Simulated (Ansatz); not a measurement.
# Bi2Te3 (Tellurobismuthite) (P-1) in Ansatz: further runs

Runs on Bi2Te3 (Tellurobismuthite). Level: PBE. Tasks: band structure.

Program: Ansatz 0.2.0. These are calculated values, not measurements. Logs are shortened: lines on timing, memory, paths and dates and some standing lists are left out, and cuts for length are marked.

### Step 1. Starting point

The typed cell holds 5 atoms: a = 10.466 Å, b = 10.487 Å, c = 10.476 Å, α = 24.58°, β = 23.75°, γ = 24.17°.

### Step 2. Band structure, PBE, 33.86 Å³/atom

input.yaml reads:

```yaml
crystal:
  lattice:
    - [2.1676774172, 1.2222691403, 10.1656666667]
    - [-2.2183225828, 1.3099891403, 10.1656666667]
    - [0.0506451656, -2.5322582807, 10.1656666667]
  atoms:
    - { symbol: Bi, position: [0.6, 0.6, 0.6] }
    - { symbol: Bi, position: [0.4, 0.4, 0.4] }
    - { symbol: Te, position: [0.7905, 0.7905, 0.7905] }
    - { symbol: Te, position: [0.2095, 0.2095, 0.2095] }
    - { symbol: Te, position: [0.0, 0.0, 0.0] }
hamiltonian:
  xc: pbe
  pseudopotentials: { kind: paw }
kpoints:
  mp_grid: { grid: [6, 6, 6] }
  band_path:
    path:
      - [[-0.5, -0.5, -0.5], [0.0, 0.0, 0.0], [0.0, 0.0, 0.5]]
      - [[-0.5, -0.5, 0.0], [0.0, 0.0, 0.0], [0.0, 0.5, 0.0]]
      - [[-0.5, 0.0, -0.5], [0.0, 0.0, 0.0], [0.0, 0.5, 0.5]]
      - [[-0.5, 0.0, 0.0], [0.0, 0.0, 0.0]]
    npoints: 14
scf:
  occupations: { method: fermi_dirac, width: 0.05 }
  n_extra_bands: 12
output:
  forces: true
  stress: true
  eigenvalues: true
  fatbands: true
```

Potentials or basis: Ansatz PAW.

On the command line:

```
ansatz run input.yaml --threads 2 --pin off --max-ram 5632MiB --backend cpu --events-out ev --progress --plain --runs-dir out
```

The program printed:

```text
Warning: RAYON_NUM_THREADS=2 ignored (pool sized by the plan → 2); use --threads N
basis.fft_grid_basis auto: the FFT boxes are laid along the combinations [[1, 0, -1], [-1, 1, 0], [1, 0, 0]] of the cell's own vectors, 4.310, 4.387 and 10.466 Å long. The dense box has 30×30×72 points. Along the cell's own vectors, as sized, it would have 72×72×72, 5.76 times as many. basis.fft_grid_basis: typed keeps the cell's own vectors: state it where this run's energies or levels are differenced outside the engine with another run's, or held beside a run that keeps those vectors.
scf.n_extra_bands = 12 over 39 filled bands (N_el = 78.0): the run solves 51 bands
Engine: ansatz 0.2.0, x86_64-unknown-linux-gnu
Pseudopotentials: kind: paw
Pseudopotential: Bi, paw, valence charge 15, recommended cutoff 420 eV (normal), Bi.paw.azcp
Pseudopotential: Te, paw, valence charge 16, recommended cutoff 420 eV (normal), Te.paw.azcp
Functional definition: PBE
  parameter kappa = 0.804
  parameter beta = 0.06672455060314922
  exchange = pbe_x(kappa = kappa, mu = beta*pi^2/3)
  correlation = pbe_c(beta = beta)
Crystal: 5 atoms, lattice volume = 169.289 Å³
Basis set: ecut = 420 eV, 3315 PW (Γ), FFT grids on a1−a3, −a1+a2, a1, exchange–correlation on 60×60×144 points (8 copies of the dense FFT grid, shifted against one another)
Bands: 51, of which v1, the nominal top of the filled ones, is band 39 counted from 1 (38 counted from 0)
Symmetry: 2 space group operations
Space group: P-1 (ITA 2), of the structure as read, at distance tolerance 5.5e-5 Å
k-points: 112 of 216
Non-local potential: Bi, projectors of the file, l = 0: 2, l = 1: 2, l = 2: 2, l = 3: 2
Non-local potential: Te, projectors of the file, l = 0: 2, l = 1: 2, l = 2: 2, l = 3: 2
PAW form: soft (Blöchl's): semilocal exchange-correlation on the pseudo side does not see the compensation charge
PAW one-centre angular grid: Bi, 590 points (default); XC on 64 Gauss nodes
PAW one-centre angular grid: Te, 590 points (default); XC on 64 Gauss nodes
Initial density: superposition of atomic densities (neutral atoms: chi_scale 0, normalization atom), corrected by the library's trained network
Initial wavefunctions: pseudopotential atomic-orbital guess
Functional: x = pbe(κ = 0.804, μ = 0.2195149727645171), c = pbe(β = 0.06672455060314922)
SCF iter   1: F=—  HF=-45734.082873 eV  |F-HF|=—  |Δ(HF+E_count)|=         —  Δρ=1.08e-3  dr2=2.78e-3  ethr=1.77e-3  ⟨swp⟩=9.4  Hψ=27108  notcnv=0  defer=190
preconditioner: auto → Resta (q_TF=auto, 2.398 Å⁻¹)  ε∞=3.4  [insulator: Δε(μ)=0.171 eV  Ē_g=9.815 eV  σ=0.050 eV  W_gap=0.69  n_scr=42 (ndim 8)  ℏωp=15.1 eV  f_vac=0.014  D(μ)=0.06/eV (n_scr^D=0)  ε∞_Penn≈3.4]
SCF iter   2: F=—  HF=-45734.079689 eV  |F-HF|=—  |Δ(HF+E_count)|=   3.18e-3  Δρ=5.58e-4  dr2=6.06e-4  ethr=3.57e-6  ⟨swp⟩=2.9  Hψ=11575  notcnv=0  defer=335
SCF iter   3: F=—  HF=-45734.079813 eV  |F-HF|=—  |Δ(HF+E_count)|=   1.23e-4  Δρ=2.76e-4  dr2=1.91e-4  ethr=7.77e-7  ⟨swp⟩=2.0  Hψ=7870  notcnv=0  defer=335
SCF iter   4: F=—  HF=-45734.079897 eV  |F-HF|=—  |Δ(HF+E_count)|=   8.44e-5  Δρ=1.11e-4  dr2=1.16e-4  ethr=2.45e-7  ⟨swp⟩=2.0  Hψ=6358  notcnv=0  defer=335
SCF iter   5: F=—  HF=-45734.079896 eV  |F-HF|=—  |Δ(HF+E_count)|=   8.08e-7  Δρ=5.06e-5  dr2=5.62e-6  ethr=1.49e-7  ⟨swp⟩=1.3  Hψ=5378  notcnv=0  defer=335
SCF iter   6: F=—  HF=-45734.079908 eV  |F-HF|=—  |Δ(HF+E_count)|=   1.16e-5  Δρ=1.04e-5  dr2=1.99e-7  ethr=7.21e-9  ⟨swp⟩=3.0  Hψ=9734  notcnv=0  defer=335
SCF iter   7: F=-45734.079908 eV  HF=-45734.079908 eV  |F-HF|=1.72e-8  |Δ(HF+E_count)|=   2.64e-7  Δρ=3.33e-6  dr2=3.09e-8  ethr=1.28e-10  ⟨swp⟩=13.0  Hψ=29705  notcnv=0
SCF 1 converged in 7 iterations: F = -45734.079908 eV  dr2 = 3.09e-8
NSCF: frozen V_eff on 102 k-points
SCF converged after 7 iterations
Free energy (F): -45734.079908 eV
Harris-Foulkes:  -45734.079908 eV  (|F-HF|=1.72e-8)
Internal energy: -45734.079361 eV  (E = F + TS)
E sigma→0 (E₀):  -45734.079634 eV
Entropy (-TS):   -0.000548 eV (-0.110 meV/atom)
Fermi energy:    9.433942 eV
--- Per-component energies (eV) ---
  E_band       = -990.781589
  E_kinetic    = 1144.431237
  E_local      = -6863.881962  (includes V_loc(G=0)·N_el)
  E_nonlocal   = 191.558619
  E_hartree    = 3425.207719
  E_xc         = -676.543090
  E_vxc        = -601.977633  (∫ρ·V_xc dr)
  E_paw        = -35312.412227  (= ΣΔE_a)
  E_vpaw       = -1711.321546  (= ΣTr[D̂ρ^β])
  E_aug_tail   = -0.001438  (compensation charges beyond the density's cutoff)
  E_ewald      = -7642.438218
  E_smearing   = -0.000548  (= −TS)
  E_closure    = -0.000000  (closes the sum)
  Σ components = -45734.079908   (vs F -45734.079908, Δ=0.00e0)
--- Forces (eV/Å), atoms counted from 1 ---
  atom   1  Bi    -0.05268768    -0.00338231    -0.02611115
  atom   2  Bi     0.05268768     0.00338231     0.02611115
  atom   3  Te    -0.13448566    -0.00749937    -0.03213430
  atom   4  Te     0.13448566     0.00749937     0.03213430
  atom   5  Te     0.00000000     0.00000000     0.00000000
  max |Σ_I F_I| component: 0.00e0 eV/Å
--- Stress (GPa, compression-positive) ---
        2.040059       1.320024      -1.131985
        1.320024       2.012555      -0.052151
       -1.131985      -0.052151       1.847546
  P = ⅓ Tr σ = 1.9667 GPa (19.667 kbar)
--- Band table (eV; the first three rows and the last of 112) ---
  k-point 0: bands = ["-27.3910", "-27.3890", "-27.3872", "-27.3848", "-27.3842", "-27.3804", "-27.3791", "-27.3787", "-27.3784", "-27.3769", "-27.2296", "-27.2256", "-27.2190", "-27.1917", "-27.1910", "-13.8982", "-13.8965", "-13.8928", "-13.8913", "-13.8868", "-13.8855", "-13.8822", "-13.8811", "-13.8807", "-13.8793", "-4.0166", "-3.2900", "-2.0908", "0.4009", "0.8601", "6.9923", "7.2010", "7.5467", "7.5598", "7.6647", "7.6841", "8.3650", "8.5335", "9.3488", "9.5162", "9.9203", "10.1471", "11.0813", "11.4130", "11.6812", "14.1629", "14.6843", "15.0704", "15.4571", "15.5153", "15.6958"]
  k-point 1: bands = ["-27.3909", "-27.3891", "-27.3867", "-27.3854", "-27.3837", "-27.3805", "-27.3791", "-27.3787", "-27.3781", "-27.3768", "-27.2295", "-27.2256", "-27.2190", "-27.1916", "-27.1907", "-13.8983", "-13.8966", "-13.8919", "-13.8903", "-13.8858", "-13.8845", "-13.8838", "-13.8824", "-13.8797", "-13.8781", "-3.7735", "-3.0860", "-1.9209", "0.1736", "0.6570", "6.0506", "6.1045", "6.7347", "6.9130", "7.5371", "7.8951", "8.2214", "8.3569", "8.7738", "10.4688", "10.5370", "10.9878", "11.1021", "11.6157", "12.2321", "13.4769", "14.3554", "15.4395", "15.5798", "16.0753", "16.1753"]
  k-point 2: bands = ["-27.3905", "-27.3890", "-27.3864", "-27.3859", "-27.3829", "-27.3810", "-27.3790", "-27.3787", "-27.3773", "-27.3766", "-27.2292", "-27.2257", "-27.2192", "-27.1915", "-27.1901", "-13.9028", "-13.9004", "-13.8898", "-13.8876", "-13.8872", "-13.8857", "-13.8821", "-13.8813", "-13.8752", "-13.8736", "-3.0731", "-2.5655", "-1.5033", "-0.6373", "0.0780", "4.6809", "5.6816", "5.8399", "6.3876", "6.7320", "6.7797", "7.9100", "8.3829", "8.7123", "10.1745", "10.5937", "11.1328", "11.9878", "12.4461", "12.9129", "13.4432", "14.4919", "15.5627", "16.7638", "16.9944", "17.2493"]
  k-point 111: bands = ["-27.3910", "-27.3890", "-27.3872", "-27.3848", "-27.3842", "-27.3804", "-27.3791", "-27.3787", "-27.3784", "-27.3769", "-27.2296", "-27.2256", "-27.2190", "-27.1917", "-27.1910", "-13.8982", "-13.8965", "-13.8928", "-13.8912", "-13.8867", "-13.8855", "-13.8822", "-13.8811", "-13.8807", "-13.8793", "-3.8700", "-3.6021", "-1.5981", "-0.4654", "1.4839", "6.4583", "7.4282", "7.5391", "7.7514", "7.8465", "7.9803", "8.0970", "8.2610", "8.8789", "10.0256", "10.4160", "10.6566", "10.7186", "10.9857", "11.2891", "13.9899", "14.6825", "15.1195", "15.1759", "15.8599", "16.5170"]
```

bands.tsv:

```text
[... 123 lines left out ...]
5.369003	-36.824972	-36.822921	-36.821097	-36.818790	-36.818117	-36.814361	-36.813014	-36.812625	-36.812361	-36.810795	-36.663543	-36.659518	-36.652910	-36.625596	-36.624940	-23.332147	-23.330402	-23.326696	-23.325195	-23.320704	-23.319398	-23.316173	-23.315085	-23.314652	-23.313284	-13.450575	-12.723928	-11.524751	-9.033001	-8.573881	-2.441615	-2.232976	-1.887200	-1.874148	-1.769258	-1.749827	-1.068974	-0.900463	-0.085167	0.082270	0.486389	0.713157	1.647355	1.979107	2.247231	4.728988	5.250324	5.636441	6.023161	6.081407	6.261829
```

Wall time 54 s (2 threads of Intel Xeon Platinum 8259CL at 2.50GHz (Skylake/Cascade Lake), shared host); peak memory 0.94 GiB.

Results:

```yaml
Free_energy: -45734.0799 eV
Pressure: 2.0 GPa
Largest_force: 0.138 eV/Å
Band_gap_on_the_k_mesh: 0.17 eV, direct
Band_gap_along_the_path: 0.17 eV, direct
```

Caveat: spin-orbit coupling is left out, which as a rule narrows the gap of such compounds by several tenths of an eV.

### Step 3. Band structure, PBE, 33.87 Å³/atom

input.yaml reads:

```yaml
crystal:
  lattice:
    - [2.1803387086, 1.2441991403, 10.1656666667]
    - [-2.2056612914, 1.2880591403, 10.1656666667]
    - [0.0253225828, -2.5322582807, 10.1656666667]
  atoms:
    - { symbol: Bi, position: [0.6, 0.6, 0.6] }
    - { symbol: Bi, position: [0.4, 0.4, 0.4] }
    - { symbol: Te, position: [0.7905, 0.7905, 0.7905] }
    - { symbol: Te, position: [0.2095, 0.2095, 0.2095] }
    - { symbol: Te, position: [0.0, 0.0, 0.0] }
hamiltonian:
  xc: pbe
  pseudopotentials: { kind: paw }
kpoints:
  mp_grid: { grid: [6, 6, 6] }
  band_path:
    path:
      - [[0.0, 0.0, -0.5], [0.0, 0.0, 0.0], [0.5, 0.5, 0.5]]
      - [[0.5, 0.5, 0.0], [0.0, 0.0, 0.0], [0.0, -0.5, 0.0]]
      - [[0.0, -0.5, -0.5], [0.0, 0.0, 0.0], [0.5, 0.0, 0.5]]
      - [[0.5, 0.0, 0.0], [0.0, 0.0, 0.0]]
    npoints: 14
scf:
  occupations: { method: fermi_dirac, width: 0.05 }
  n_extra_bands: 12
output:
  forces: true
  stress: true
  eigenvalues: true
  fatbands: false
```

Potentials or basis: Ansatz PAW.

On the command line:

```
ansatz run input.yaml --threads 2 --pin off --max-ram 5632MiB --backend cpu --events-out ev --progress --plain --runs-dir out
```

Run time: 44 s. Hardware: 2 threads of Intel Xeon Platinum 8259CL at 2.50GHz (Skylake/Cascade Lake), shared host; peak memory 0.94 GiB.

It converged, with:

- Free energy: -45734.1015 eV
- Pressure: 1.9 GPa
- Largest force: 0.077 eV/Å
- Band gap on the k mesh: 0.26 eV, direct
- Band gap along the path: 0.26 eV, direct

Caveat: spin-orbit coupling is left out, which as a rule narrows the gap of such compounds by several tenths of an eV.
